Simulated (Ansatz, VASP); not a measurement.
## Two plane-wave programs on In

```xyz
2
Lattice="3.3131 0.0000 0.0000 -1.6565 2.8692 0.0000 0.0000 0.0000 5.4722" Properties=species:S:1:pos:R:3 pbc="T T T"
In    1.6565    0.9564    4.1041
In    0.0000    1.9128    1.3680
```

This isn't the form of In at room conditions, which is tetragonal.

Alike in both runs: task single point; functional LDA; k mesh 9 × 9 × 5; occupations fermi-dirac, width 0.05 eV; no spin polarisation.

```csv
,VASP,Ansatz
version,VASP 6.6.1,Ansatz 0.2.0
potentials or method,"VASP PAW LDA potentials, release 64 (In_d)",Ansatz PAW
plane-wave cutoff (eV),520,420
valence electrons in the cell,26,26
```

```tsv
	VASP	Ansatz	Ansatz less VASP
gap on the k mesh at the Fermi level (eV)	none	none	-
pressure (GPa)	-2.2	-2.2	-0.04
largest component of the traceless stress (GPa)	0.13	0.08	-0.054
```

A gap of «none» marks a metal or a gap that the smearing closes.

Caveats: the PAW data sets come from PBE, with cores solved anew for the run's functional, which leaves a small shift of forces and pressure (Ansatz).
